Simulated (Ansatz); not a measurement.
Input and command of a plane-wave DFT calculation in Ansatz:

```yaml
crystal:
  lattice:
    - [0.0, 2.7808771056, 2.5584069372]
    - [2.7808771056, 0.0, 2.5584069372]
    - [2.7808771056, 2.7808771056, 0.0]
  atoms:
    - { symbol: Zn, position: [0.0, 0.0, 0.0] }
    - { symbol: S, position: [0.75, 0.75, 0.75] }
basis:
  ecutwfc: 420
kpoints:
  mp_grid: { grid: [10, 10, 10] }
hamiltonian:
  xc: pbe
scf:
  occupations: { method: gaussian, width: 0.05 }
output:
  forces: true
  stress: true
  eigenvalues: true
```

```bash
ansatz run input.yaml --threads 1 --pin off --max-ram 2560MiB --backend cpu --events-out ev --progress --plain --runs-dir out
```

Processor: Arm Neoverse V1, 1 thread, on a host shared with other jobs.

Q: How long does it run, and how much memory does it take?

A: About 5.4 s on 1 thread of Arm Neoverse V1, with other jobs on the host, peak memory 0.34 GiB. It solves 13 bands at 102 k points (the mesh reduced by symmetry) with about 789 plane waves, in 6 SCF iterations.
